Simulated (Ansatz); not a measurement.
A run of Ansatz 0.2.0:

Contents of input.yaml:

```yaml
crystal:
  lattice:
    - [0.0, 2.861, 2.861]
    - [2.861, 0.0, 2.861]
    - [2.861, 2.861, 0.0]
  atoms:
    - { symbol: Mn, position: [0.75, 0.75, 0.75], spin: 4.0 }
    - { symbol: Mn, position: [0.25, 0.25, 0.25], spin: 4.0 }
    - { symbol: Mn, position: [0.5, 0.5, 0.5], spin: 4.0 }
    - { symbol: Si, position: [0.0, 0.0, 0.0] }
hamiltonian:
  xc: pbesol
  pseudopotentials: { kind: paw }
magnetization:
  spin_polarized: true
kpoints:
  mp_grid: { grid: [8, 8, 8] }
scf:
  occupations: { method: fermi_dirac, width: 0.05 }
output:
  forces: true
  stress: true
  eigenvalues: true
```

Potentials or basis: Ansatz PAW.

Command:

```sh
$ ansatz run input.yaml --threads 2 --pin off --max-ram 5632MiB --backend cpu --events-out ev --progress --plain --runs-dir out
```

Hardware: 2 threads of Arm Neoverse V2, on a shared host.

Q: How long does it take, and how much memory?

A: Wall time 7.6 s on 2 threads of Arm Neoverse V2, with other jobs on the host, peak memory 0.42 GiB. Counts: scf iterations 16, plane waves 941, k points 29, bands 37.
